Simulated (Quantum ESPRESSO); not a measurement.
The system is CsPbBr3.

```
CELL_PARAMETERS angstrom
5.87000 0.00000 0.00000
0.00000 5.87000 0.00000
0.00000 0.00000 5.87000
ATOMIC_POSITIONS crystal
Pb 0.50000 0.50000 0.50000
Cs 0.00000 0.00000 0.00000
Br 0.50000 0.50000 0.00000
Br 0.50000 0.00000 0.50000
Br 0.00000 0.50000 0.50000
```

Measurements of this composition are mostly on another form, of space group No. 62.

Base run:

- Program: Quantum ESPRESSO 7.5
- Functional: LDA
- Potentials or basis: PseudoDojo 0.4.1 SR LDA standard
- Cutoff: 762 eV
- Density cutoff: 3048 eV
- k mesh: 6 × 6 × 6
- Occupations: fermi-dirac, width 0.05 eV
- Spin: no spin polarisation

Its results: band gap on the k mesh 1.39 eV, direct; pressure -1.2 GPa.

Q: The run is repeated on the same cell with these changes: k mesh from 6 × 6 × 6 to 2 × 2 × 2. What comes out?

A: Band gap on the k mesh 1.29 eV, direct; pressure 0.2 GPa.

Caveats: some runs use coarse meshes; spin-orbit coupling is left out, which as a rule narrows the gap of such compounds by several tenths of an eV; on a mesh that holds Γ this program's dielectric tensor can be off by some percent beyond the error of the mesh (some runs).

A k mesh can miss the band edges.
